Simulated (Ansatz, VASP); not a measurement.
# ZnSe in VASP and in Ansatz

INCAR

```
SYSTEM = ZnSe
PREC = Accurate
ENCUT = 520
EDIFF = 1E-7
ISMEAR = 0
SIGMA = 0.05
LREAL = .False.
LASPH = .True.
NELM = 100
ALGO = Normal
ISIF = 2
LWAVE = .False.
LCHARG = .True.
GGA = PS
LELF = .True.
LVHAR = .True.
NBANDS = 16
```

Contents of KPOINTS:

```
regular mesh
0
Gamma
  10 10 10
  0 0 0
```

File POSCAR:

```
ZnSe
1.0
    0.0000000000      2.9428979572      2.9428979572
    2.9428979572      0.0000000000      2.9428979572
    2.9428979572      2.9428979572      0.0000000000
Zn Se
1 1
Direct
    0.0000000000      0.0000000000      0.0000000000
    0.2500000000      0.2500000000      0.2500000000
```

Input for Ansatz:

```yaml
crystal:
  lattice:
    - [0.0, 2.9428979572, 2.9428979572]
    - [2.9428979572, 0.0, 2.9428979572]
    - [2.9428979572, 2.9428979572, 0.0]
  atoms:
    - { symbol: Zn, position: [0.0, 0.0, 0.0] }
    - { symbol: Se, position: [0.25, 0.25, 0.25] }
basis:
  ecutwfc: 420
  fft_grid_basis: typed
kpoints:
  mp_grid: { grid: [10, 10, 10] }
hamiltonian:
  xc: pbesol
scf:
  occupations: { method: gaussian, width: 0.05 }
output:
  forces: true
  stress: true
  eigenvalues: true
  bader: true
  write_density: true
  volumetric_format: npy
  elf: true
```

Alike in both runs: task single point; functional PBEsol; k mesh 10 × 10 × 10; occupations gaussian, width 0.05 eV; no spin polarisation.

|  | VASP | Ansatz |
| --- | --- | --- |
| version | VASP 6.6.1 | Ansatz 0.2.0 |
| potentials or method | VASP PAW PBE potentials, release 64 (Zn, Se) | scalar-relativistic, plane waves, PAW |
| plane-wave cutoff (eV) | 520 | 420 |
| valence electrons in the cell | 18 | 28 |

|  | VASP | Ansatz | Ansatz less VASP |
| --- | --- | --- | --- |
| gap on the k mesh at the Fermi level (eV) | 0.75 | 0.75 | 0.000 |
| pressure (GPa) | -6.2 | -6.3 | -0.15 |

The two sets of potentials don't hold the same shells in valence.

Caveats: the PAW data sets were made with another functional, which shifts forces and pressure a little (VASP).
